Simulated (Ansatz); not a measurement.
# Relativity in Y

```
Y
1.0
     3.65150    0.00000    0.00000
    -1.82575    3.16229    0.00000
     0.00000    0.00000    5.74740
Y
2
Direct
  0.33333 0.66667 0.25000
  0.66667 0.33333 0.75000
```

Atom numbers follow the list: Y1, Y2.

The cell is COD entry 1539818, as deposited and not checked against the literature; nothing was relaxed.

One fixed cell is solved with PBE by frozen-core PAW in Ansatz 0.2.0 under different relativistic treatments. Pressure is positive in compression.

Numerical set-up: a Γ-centred 12×12×7 k mesh, Fermi–Dirac smearing of 0.08 eV, cutoff 420 eV, no spin polarisation.

| setting | P (GPa) | lowest level at Γ above −25 eV, from the valence-band top or, without a gap, the Fermi level (eV) |
| --- | --- | --- |
| scalar-relativistic | -0.31 | -22.95 |
| with spin–orbit coupling | -0.31 | -23.65 |
